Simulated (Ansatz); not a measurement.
**GaAs: response to strain**

GaAs is deformed so: zz strain of -3 %. What stress and forces result, by LAPW, PAW and all-electron datasets made for the crystal?

Method: DFT PBE, scalar-relativistic, in Ansatz 0.2.0.

**1. The structure to begin with**

It takes space group F-43m (No. 216, cubic). The conventional cell has a = 5.654 Å, b = 5.654 Å, c = 5.654 Å, α = 90.00°, β = 90.00°, γ = 90.00°. Around Ga (site symmetry -43m) lie 4 As at 2.45 Å. As (site symmetry -43m) has 4 Ga at 2.45 Å as nearest neighbours.

As a file:

```
Ga As
1.0
     0.00000    2.82685    2.82685
     2.82685    0.00000    2.82685
     2.82685    2.82685    0.00000
Ga As
1 1
Direct
  0.00000 0.00000 0.00000
  0.75000 0.75000 0.75000
```

Atoms are numbered in the order of the input: Ga1, As2.

**2. After the deformation**

Space group F-43m before, I-4m2 after.

**3. Full-potential LAPW**

File input.yaml:

```yaml
crystal:
  lattice:
    - [0.0, 2.82685, 2.7420445]
    - [2.82685, 0.0, 2.7420445]
    - [2.82685, 2.82685, 0.0]
  atoms:
    - { symbol: Ga, position: [0.0, 0.0, 0.0] }
    - { symbol: As, position: [0.75, 0.75, 0.75] }
kpoints:
  mp_grid: { grid: [11, 11, 11] }
  band_path:
    path:
      - [0.0, 0.0, 0.0]
      - [0.0, 0.5, 0.5]
      - [0.25, 0.75, 0.5]
      - [0.0, 0.5, 0.0]
      - [0.0, 0.0, 0.0]
      - [0.5, 0.5, 0.0]
      - [0.3828515251, 0.6171484749, 0.0]
      - [-0.3828515251, 0.3828515251, 0.0]
      - [0.0, 0.0, 0.0]
    npoints: 5
scf:
  occupations: { method: fermi_dirac, width: 0.05 }
hamiltonian:
  xc: pbe
  pseudopotentials: { kind: all_electron, lapw: { basis_error: 0.0005 } }
output:
  forces: true
  stress: true
  eigenvalues: true
```

Command:

```sh
$ ansatz run input.yaml --threads 1 --pin off --max-ram 3072MiB --backend cpu --events-out ev --progress --plain --runs-dir out
```

**4. Frozen-core PAW**

File input.yaml:

```yaml
crystal:
  lattice:
    - [0.0, 2.82685, 2.7420445]
    - [2.82685, 0.0, 2.7420445]
    - [2.82685, 2.82685, 0.0]
  atoms:
    - { symbol: Ga, position: [0.0, 0.0, 0.0] }
    - { symbol: As, position: [0.75, 0.75, 0.75] }
kpoints:
  mp_grid: { grid: [11, 11, 11] }
scf:
  occupations: { method: fermi_dirac, width: 0.05 }
hamiltonian:
  xc: pbe
  pseudopotentials: { kind: paw }
output:
  forces: true
  stress: true
  eigenvalues: true
  efg: { contact_densities: true }
  write_density: true
  write_potential: true
  elf: true
  volumetric_format: npy
```

**5. Datasets made for this crystal**

Edit input.yaml of step 4 so:

```diff
@@ -14,3 +14,3 @@
   xc: pbe
-  pseudopotentials: { kind: paw }
+  pseudopotentials: { kind: all_electron, datasets: crystal }
 output:
@@ -20,5 +20 @@
   efg: { contact_densities: true }
-  write_density: true
-  write_potential: true
-  elf: true
-  volumetric_format: npy
```

(Steps that only read results are left out.)

Q: Predict the outcome of this session. Wanted: pressure; largest shear or deviatoric stress.

As calculated:

| quantity | value |
| --- | --- |
| pressure | LAPW 5.75, PAW 5.75, crystal datasets 5.74 GPa |
| largest shear or deviatoric stress (LAPW) | 1.12 GPa |

In words: The largest part of the stress beyond the pressure is 1.12 GPa in size, in the zz component; the atoms are carried along and not relaxed. No run of the undeformed cell stands beside it, so the pressure holds what the given cell had before the change. PAW: stress within 0.01 GPa of LAPW. Crystal datasets: stress within 0.01 GPa of LAPW.
